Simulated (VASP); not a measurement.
# Mo in VASP: notebook

One slab, Mo, is run at these levels: PBEsol; tasks: single point, relaxation of the atoms.

Everything below comes from runs of VASP 6.6.1. Logs are shortened: lines on timing, memory, paths and dates and some standing lists are left out, and cuts for length are marked.

### Step 1. Starting point

The cell holds a slab with vacuum, 9 atoms: a = 3.131 Å, b = 3.131 Å, c = 27.523 Å, α = 90.00°, β = 90.00°, γ = 90.00°.

The slab is cut from a database's or a generator's crystal, which needn't be the stable form of the element.

### Step 2. Single point, PBEsol

INCAR reads:

```
ALGO = Normal
DIPOL = 0.5 0.5 0.500
EDIFF = 1E-7
ENCUT = 520
GGA = PS
ICORELEVEL = 1
IDIPOL = 3
ISIF = 2
ISMEAR = 1
KPAR = 4
LASPH = True
LCHARG = False
LDIPOL = True
LREAL = False
LVACPOTAV = True
LVHAR = True
LWAVE = False
NELM = 80
PREC = Accurate
SIGMA = 0.1
```

KPOINTS reads:

```
k-points
0
Gamma
  12 12 1
```

POSCAR reads:

```
Mo
1.0
    3.1306580000      0.0000000000      0.0000000000
    0.0000000000      3.1306580000      0.0000000000
    0.0000000000      0.0000000000     27.5226320000
Mo
9
Direct
    0.5000000000      0.5000000000      0.2725030100
    0.0000000000      0.0000000000      0.3293772600
    0.5000000000      0.5000000000      0.3862515000
    0.0000000000      0.0000000000      0.4431257500
    0.5000000000      0.5000000000      0.5000000000
    0.0000000000      0.0000000000      0.5568742500
    0.5000000000      0.5000000000      0.6137485000
    0.0000000000      0.0000000000      0.6706227400
    0.5000000000      0.5000000000      0.7274969900
```

Potentials or basis: VASP PAW PBE potentials, release 64 (Mo_sv).

Run with:

```sh
> cat potpaw_PBE.64/Mo_sv/POTCAR > POTCAR
> mpirun -np 4 vasp_std > vasp.out
```

OUTCAR:

```text
EDIFF = 1E-7
   ENCUT = 520
   GGA = PS
   ISIF = 2
   ISMEAR = 1
   LASPH = True
   LREAL = False
   NELM = 80
   PREC = Accurate

 ion  position               nearest neighbor table
   1  0.500  0.500  0.273-   2 2.71   2 2.71   2 2.71   2 2.71   3 3.13
   2  0.000  0.000  0.329-   3 2.71   3 2.71   3 2.71   3 2.71   1 2.71   1 2.71   1 2.71   1 2.71
                             4 3.13
   3  0.500  0.500  0.386-   2 2.71   2 2.71   2 2.71   2 2.71   4 2.71   4 2.71   4 2.71   4 2.71
                             1 3.13   5 3.13
   4  0.000  0.000  0.443-   3 2.71   5 2.71   3 2.71   5 2.71   3 2.71   5 2.71   3 2.71   5 2.71
                             2 3.13   6 3.13
   5  0.500  0.500  0.500-   4 2.71   6 2.71   4 2.71   6 2.71   4 2.71   6 2.71   4 2.71   6 2.71
                             3 3.13   7 3.13
   6  0.000  0.000  0.557-   5 2.71   7 2.71   5 2.71   7 2.71   5 2.71   7 2.71   5 2.71   7 2.71
                             8 3.13   4 3.13
   7  0.500  0.500  0.614-   8 2.71   8 2.71   8 2.71   8 2.71   6 2.71   6 2.71   6 2.71   6 2.71
                             9 3.13   5 3.13
   8  0.000  0.000  0.671-   7 2.71   7 2.71   7 2.71   7 2.71   9 2.71   9 2.71   9 2.71   9 2.71
                             6 3.13
   9  0.500  0.500  0.727-   8 2.71   8 2.71   8 2.71   8 2.71   7 3.13

  LATTYP: Found a simple tetragonal cell.
 ALAT       =     3.1306580000
 C/A-ratio  =     8.7913250186

  Lattice vectors:

 A1 = (   3.1306580000,   0.0000000000,   0.0000000000)
 A2 = (   0.0000000000,   3.1306580000,   0.0000000000)
 A3 = (   0.0000000000,   0.0000000000,  27.5226320000)

Analysis of symmetry for initial positions (statically):
=====================================================================
 Subroutine PRICEL returns:
 Original cell was already a primitive cell.

 Routine SETGRP: Setting up the symmetry group for a
 simple tetragonal supercell.

 Subroutine GETGRP returns: Found 16 space group operations
 (whereof 16 operations were pure point group operations)
 out of a pool of 16 trial point group operations.

The static configuration has the point symmetry D_4h.

Analysis of symmetry for dynamics (positions and initial velocities):
=====================================================================
 Subroutine PRICEL returns:
 Original cell was already a primitive cell.

 Routine SETGRP: Setting up the symmetry group for a
 simple tetragonal supercell.

 Subroutine GETGRP returns: Found 16 space group operations
 (whereof 16 operations were pure point group operations)
 out of a pool of 16 trial point group operations.

The dynamic configuration has the point symmetry D_4h.

 Subroutine INISYM returns: Found 16 space group operations
 (whereof 16 operations are pure point group operations),
 and found     1 'primitive' translations

----------------------------------------------------------------------------------------

                                     Primitive cell

  volume of cell :     269.7499

  direct lattice vectors                    reciprocal lattice vectors
     3.130658000  0.000000000  0.000000000     0.319421668  0.000000000  0.000000000
     0.000000000  3.130658000  0.000000000     0.000000000  0.319421668  0.000000000
     0.000000000  0.000000000 27.522632000     0.000000000  0.000000000  0.036333734

  length of vectors
     3.130658000  3.130658000 27.522632000     0.319421668  0.319421668  0.036333734

  position of ions in fractional coordinates (direct lattice)
     0.500000000  0.500000000  0.272503010
     0.000000000  0.000000000  0.329377260
     0.500000000  0.500000000  0.386251500
     0.000000000  0.000000000  0.443125750
     0.500000000  0.500000000  0.500000000
     0.000000000  0.000000000  0.556874250
     0.500000000  0.500000000  0.613748500
     0.000000000  0.000000000  0.670622740
     0.500000000  0.500000000  0.727496990

  ion indices of the primitive-cell ions
   primitive index   ion index
                 1           1
                 2           2
                 3           3
                 4           4
                 5           5
                 6           6
                 7           7
[... 26 lines left out ...]

 Found     28 irreducible k-points:

 Following reciprocal coordinates:
            Coordinates               Weight
  0.000000  0.000000  0.000000      1.000000
  0.083333  0.000000  0.000000      4.000000
  0.166667  0.000000  0.000000      4.000000
  0.250000  0.000000  0.000000      4.000000
  0.333333  0.000000  0.000000      4.000000
  0.416667  0.000000  0.000000      4.000000
[... 16 lines left out ...]
  0.333333  0.333333  0.000000      4.000000
  0.416667  0.333333  0.000000      8.000000
 [... further k-points ...]
   k-points           NKPTS =     28   k-points in BZ     NKDIM =     28   number of bands    NBANDS=     75
   number of dos      NEDOS =    301   number of ions     NIONS =      9
   total plane-waves  NPLWV = 120960
   dimension x,y,z NGX =    24 NGY =   24 NGZ =  210
   dimension x,y,z NGXF=    48 NGYF=   48 NGZF=  420
   ions per type =               9
   NGX,Y,Z   is equivalent  to a cutoff of  12.74, 12.74, 12.68 a.u.
   NGXF,Y,Z  is equivalent  to a cutoff of  25.49, 25.49, 25.37 a.u.
 SYSTEM =  unknown system
   PREC   = accura    normal or accurate (medium, high low for compatibility)
   ISTART =      0    job   : 0-new  1-cont  2-samecut
   ICHARG =      2    charge: 1-file 2-atom 10-const
   ISPIN  =      1    spin polarized calculation?
   LNONCOLLINEAR =      F non collinear calculations
   LSORBIT =      F    spin-orbit coupling
   LASPH  =      T    aspherical Exc in radial PAW
   ENCUT  =  520.0 eV  38.22 Ry    6.18 a.u.   5.82  5.82 51.17*2*pi/ulx,y,z
   NELM   =     80;   NELMIN=  2; NELMDL= -5     # of ELM steps
   EDIFF  = 0.1E-06   stopping-criterion for ELM
   LREAL  =      F    real-space projection
   EDIFFG = 0.1E-05   stopping-criterion for IOM
   NSW    =      0    number of steps for IOM
   IBRION =     -1    ionic relax: 0-MD 1-quasi-New 2-CG
   NFREE  =      0    steps in history (QN), initial steepest desc. (CG)
   ISIF   =      2    stress and relaxation
   ISYM   =      2    0-nonsym 1-usesym 2-fastsym
   POTIM  = 0.5000    time-step for ionic-motion
   TEBEG  =    0.0;   TEEND  =   0.0 temperature during run
   PSTRESS=    0.0 pullay stress
   NELECT =     126.0000    total number of electrons
   NUPDOWN=      -1.0000    fix difference up-down
   EMIN   =  10.00;   EMAX   =-10.00  energy-range for DOS
   EFERMI =   0.00;   METHOD = LEGACY
   ISMEAR =     1;   SIGMA  =   0.10  broadening in eV -4-tet -1-fermi 0-gaus
   EFERMI_NEDOS =   21; number of points for ismear=-14 and -15
   IALGO  =     38    algorithm
   IMIX   =      4    mixing-type and parameters
     AMIX     =   0.40;   BMIX     =  1.00
     AMIX_MAG =   1.60;   BMIX_MAG =  1.00
  volume/ion in A,a.u.               =      29.97       202.26
  Fermi-wavevector in a.u.,A,eV,Ry     =   1.270217  2.400362 21.952339  1.613451
  Thomas-Fermi vector in A             =   2.403216
   LORBIT       =      0    0 simple, 1 ext, 2 COOP (PROOUT), +10 PAW based schemes
   GGA     = PS    functional components
   LHFCALC =     F    Hartree Fock is set to
   AEXX    =    0.0000 exact exchange contribution
   IVDW    =     0    specifies the selected vdW correction
   LEPSILON=     F    determine dielectric tensor
   LRPA    =     F    only Hartree local field effects (RPA)
 non-spin polarized calculation
 Methfessel and Paxton  Order N= 1 SIGMA  =   0.10
  energy-cutoff  :      520.00
  volume of cell :      269.75
 maximum number of plane-waves:      7352
 NGX is ok and might be reduce to    24
   NGX = 11   NGY = 11   NGZ =103

 number of electron     125.9999993 magnetization

 dipolmoment           0.000000      0.000000      0.000000 electrons x Angstroem

 Free energy of the ion-electron system (eV)
  ---------------------------------------------------
  ext. energy  EPLUGINS =         0.00000000
  ---------------------------------------------------
  free energy    TOTEN  =      -101.34231466 eV

  energy without entropy =     -101.34133812  energy(sigma->0) =     -101.34198914

 the core state eigenenergies are
   1-  1s -19811.3842  2s  -2791.4061  2p  -2494.4221  3s   -468.5638  3p   -371.2705
       3d   -213.0883
   2-  1s -19811.3120  2s  -2791.4863  2p  -2494.4877  3s   -468.6695  3p   -371.3765
       3d   -213.2010
   3-  1s -19811.3977  2s  -2791.5806  2p  -2494.5807  3s   -468.7760  3p   -371.4830
       3d   -213.3070
   4-  1s -19811.2841  2s  -2791.4657  2p  -2494.4657  3s   -468.6704  3p   -371.3775
       3d   -213.2006
   5-  1s -19811.4297  2s  -2791.6178  2p  -2494.6175  3s   -468.8131  3p   -371.5201
       3d   -213.3445
   6-  1s -19811.2841  2s  -2791.4657  2p  -2494.4657  3s   -468.6704  3p   -371.3775
       3d   -213.2006
   7-  1s -19811.3977  2s  -2791.5806  2p  -2494.5807  3s   -468.7760  3p   -371.4830
       3d   -213.3070
   8-  1s -19811.3120  2s  -2791.4863  2p  -2494.4877  3s   -468.6695  3p   -371.3765
       3d   -213.2010
   9-  1s -19811.3842  2s  -2791.4061  2p  -2494.4221  3s   -468.5638  3p   -371.2705
       3d   -213.0883

 E-fermi :   4.6036     XC(G=0):  -7.8626

 val. band max:        4.5850434852   @ k =   0.4167   0.4167   0.0000
 cond. band min:       4.6067487819   @ k =   0.3333   0.1667   0.0000
 fundamental gap:      0.0217052968
 Fermi energy:         4.6036226116

 k-point     1 :       0.0000    0.0000    0.0000
  band No.  band energies     occupation
      1     -56.5507      2.00000
      2     -56.4795      2.00000
      3     -56.4106      2.00000
      4     -56.2600      2.00000
      5     -56.2155      2.00000
      6     -56.1399      2.00000
[... 1861 lines left out ...]
     74       6.8877      0.00000
     75       6.9739      0.00000

 [... further k-points ...]
[... 5 lines left out ...]
  --------------------------------------------------------------------------------------
  -------------------------------------------------------------------------------------
  Total       -8.2194106     -8.2194106     -5.3816248      0.0000000      0.0000000      0.0000000
  in kB      -48.8191306    -48.8191306    -31.9641224      0.0000000      0.0000000      0.0000000
  external PRESSURE =     -43.2007945 kB  Pullay stress =       0.0000000 kB

 VOLUME and BASIS-vectors are now :
 -----------------------------------------------------------------------------
  energy-cutoff  :      520.00
  volume of cell :      269.75
      direct lattice vectors                 reciprocal lattice vectors
     3.130658000  0.000000000  0.000000000     0.319421668  0.000000000  0.000000000
     0.000000000  3.130658000  0.000000000     0.000000000  0.319421668  0.000000000
     0.000000000  0.000000000 27.522632000     0.000000000  0.000000000  0.036333734

 POSITION                                       TOTAL-FORCE (eV/Angst)
 -----------------------------------------------------------------------------------
      1.56533      1.56533      7.50000        -0.000000     -0.000000      1.495135
      0.00000      0.00000      9.06533        -0.000000      0.000000     -1.307217
      1.56533      1.56533     10.63066        -0.000000      0.000000     -0.226481
      0.00000      0.00000     12.19599         0.000000      0.000000      0.097211
      1.56533      1.56533     13.76132        -0.000000      0.000000      0.000000
      0.00000      0.00000     15.32665        -0.000000      0.000000     -0.097211
      1.56533      1.56533     16.89197         0.000000      0.000000      0.226481
      0.00000      0.00000     18.45730        -0.000000      0.000000      1.307217
      1.56533      1.56533     20.02263         0.000000     -0.000000     -1.495135
 -----------------------------------------------------------------------------------
    total drift:                                0.000000     -0.000000     -0.000000

  FREE ENERGIE OF THE ION-ELECTRON SYSTEM (eV)
  ---------------------------------------------------
  free  energy   TOTEN  =      -101.3423146552 eV

  energy  without entropy=     -101.3413381181  energy(sigma->0) =     -101.34198914

 vacuum level on the upper side and lower side of the slab         8.636         8.636
```

It took 6.6 min on 4 MPI ranks of AMD EPYC 7R43 (Zen 3), shared host; peak memory 0.54 GiB.

What came out:

- Free energy: -101.3423 eV
- Largest force: 1.495 eV/Å
- Band gap on the k mesh: none (metal or under the smearing width)
- Work function of the upper face: 4.03 eV
- Work function of the lower face: 4.03 eV

Forces in eV/Å, atoms in the order of the input:
```
Mo   0.000  0.000  1.495
Mo   0.000  0.000 -1.307
Mo   0.000  0.000 -0.226
Mo   0.000  0.000  0.097
Mo   0.000  0.000  0.000
Mo   0.000  0.000 -0.097
Mo   0.000  0.000  0.226
Mo   0.000  0.000  1.307
Mo   0.000  0.000 -1.495
```

Core levels (eV, on the scale of the bands):
```tsv
atom	levels
1 Mo	1s -19811.4, 2s -2791.4, 2p -2494.4, 3s -468.6, 3p -371.3, 3d -213.1
2 Mo	1s -19811.3, 2s -2791.5, 2p -2494.5, 3s -468.7, 3p -371.4, 3d -213.2
3 Mo	1s -19811.4, 2s -2791.6, 2p -2494.6, 3s -468.8, 3p -371.5, 3d -213.3
4 Mo	1s -19811.3, 2s -2791.5, 2p -2494.5, 3s -468.7, 3p -371.4, 3d -213.2
5 Mo	1s -19811.4, 2s -2791.6, 2p -2494.6, 3s -468.8, 3p -371.5, 3d -213.3
6 Mo	1s -19811.3, 2s -2791.5, 2p -2494.5, 3s -468.7, 3p -371.4, 3d -213.2
```

Caveat: the PAW data sets were made with another functional, which shifts forces and pressure a little.

### Step 3. Relaxation of the atoms, PBEsol

INCAR reads:

```
ALGO = Normal
DIPOL = 0.5 0.5 0.500
EDIFF = 1E-6
EDIFFG = -0.02
ENCUT = 520
GGA = PS
IBRION = 2
IDIPOL = 3
ISIF = 2
ISMEAR = 1
KPAR = 4
LASPH = T
LCHARG = F
LDIPOL = T
LREAL = F
LWAVE = F
NELM = 80
NSW = 80
PREC = Accurate
SIGMA = 0.1
```

KPOINTS is that of step 2.

POSCAR is that of step 2.

Potentials or basis: VASP PAW PBE potentials, release 64 (Mo_sv).

Run with:

```sh
> cat potpaw_PBE.64/Mo_sv/POTCAR > POTCAR
> mpirun -np 4 vasp_std > vasp.out
```

OUTCAR:

```text
EDIFF = 1E-6
   EDIFFG = -0.02
   ENCUT = 520
   GGA = PS
   IBRION = 2
   ISIF = 2
   ISMEAR = 1
   LASPH = T
   LREAL = F
   NELM = 80
   NSW = 80
   PREC = Accurate

 ion  position               nearest neighbor table
   1  0.500  0.500  0.273-   2 2.71   2 2.71   2 2.71   2 2.71   3 3.13
   2  0.000  0.000  0.329-   3 2.71   3 2.71   3 2.71   3 2.71   1 2.71   1 2.71   1 2.71   1 2.71
                             4 3.13
   3  0.500  0.500  0.386-   2 2.71   2 2.71   2 2.71   2 2.71   4 2.71   4 2.71   4 2.71   4 2.71
                             1 3.13   5 3.13
   4  0.000  0.000  0.443-   3 2.71   5 2.71   3 2.71   5 2.71   3 2.71   5 2.71   3 2.71   5 2.71
                             2 3.13   6 3.13
   5  0.500  0.500  0.500-   4 2.71   6 2.71   4 2.71   6 2.71   4 2.71   6 2.71   4 2.71   6 2.71
[... 442 lines left out ...]
 E-fermi :   4.6084     XC(G=0):  -7.7520

 val. band max:        4.5827377656   @ k =   0.0833   0.0833   0.0000
 cond. band min:       4.6230216177   @ k =   0.1667   0.0833   0.0000
 fundamental gap:      0.0402838521
 Fermi energy:         4.6084082538

 k-point     1 :       0.0000    0.0000    0.0000
  band No.  band energies     occupation
      1     -56.5749      2.00000
      2     -56.4881      2.00000
      3     -56.4279      2.00000
      4     -56.2848      2.00000
      5     -56.2476      2.00000
      6     -56.1577      2.00000
[... 1861 lines left out ...]
     74       6.8456      0.00000
     75       6.9758      0.00000

 [... further k-points ...]

------------------------ aborting loop because EDIFF is reached ----------------------------------------

 vacuum level on the upper side and lower side of the slab       (xc-potential included)        -0.007        -0.007

  FORCE on cell =-STRESS in cart. coord.  units (eV):
  Direction    XX          YY          ZZ          XY          YZ          ZX
  --------------------------------------------------------------------------------------
  -------------------------------------------------------------------------------------
  Total       -3.4551326     -3.4551326     -0.0379037      0.0000000     -0.0000000     -0.0000000
  in kB      -20.5217354    -20.5217354     -0.2251285      0.0000000     -0.0000000     -0.0000000
  external PRESSURE =     -13.7561997 kB  Pullay stress =       0.0000000 kB
[... 24 lines left out ...]
  FREE ENERGIE OF THE ION-ELECTRON SYSTEM (eV)
  ---------------------------------------------------
  free  energy   TOTEN  =      -101.6384370645 eV

  energy  without entropy=     -101.6416304506  energy(sigma->0) =     -101.63950153

 reached required accuracy - stopping structural energy minimisation

 vacuum level on the upper side and lower side of the slab         8.626         8.626
```

Wall time 36 min (4 MPI ranks of AMD EPYC 7R43 (Zen 3), shared host); peak memory 0.58 GiB.

What came out:

| Quantity | Value |
| --- | --- |
| Free energy | -101.6384 eV |
| Energy gained by relaxing | 32.9 meV/atom |
| Ionic steps | 11 |
| Largest force after relaxing | 0.006 eV/Å |
| Band gap on the k mesh | none (metal or under the smearing width) |

Forces in eV/Å, atoms in the order of the input:
```
Mo   0.000  0.000  0.005
Mo   0.000  0.000 -0.006
Mo   0.000  0.000 -0.003
Mo   0.000  0.000 -0.003
Mo   0.000  0.000  0.000
Mo   0.000  0.000  0.003
Mo   0.000  0.000  0.003
Mo   0.000  0.000  0.006
Mo   0.000  0.000 -0.005
```

Step by step:
| step | energy change (eV) | largest force (eV/Å) | pressure (GPa) |
| --- | --- | --- | --- |
| 1 | 0.0000 | 1.4950 | -4.32 |
| 2 | -0.2522 | 0.5906 | -3.07 |
| 3 | -0.2738 | 0.2927 | -2.53 |
| 4 | -0.2852 | 0.1490 | -2.27 |
| 5 | -0.2860 | 0.1200 | -2.17 |
| 6 | -0.2890 | 0.0892 | -2.07 |
| 7 | -0.2924 | 0.1533 | -1.77 |
| 8 | -0.2945 | 0.1069 | -1.63 |
| 9 | -0.2959 | 0.0595 | -1.36 |
| 10 | -0.2959 | 0.0549 | -1.38 |
| 11 | -0.2961 | 0.0062 | -1.38 |

Final structure:
```xyz
9
Lattice="3.1307 0.0000 0.0000 0.0000 3.1307 0.0000 0.0000 0.0000 27.5226" Properties=species:S:1:pos:R:3 pbc="T T T"
Mo    1.5653    1.5653    7.6576
Mo    0.0000    0.0000    9.0298
Mo    1.5653    1.5653   10.6395
Mo    0.0000    0.0000   12.2006
Mo    1.5653    1.5653   13.7613
Mo    0.0000    0.0000   15.3220
Mo    1.5653    1.5653   16.8832
Mo    0.0000    0.0000   18.4928
Mo    1.5653    1.5653   19.8650
```

Caveat: the PAW data sets were made with another functional, which shifts forces and pressure a little.

(Part 1 of 2 ends here.)
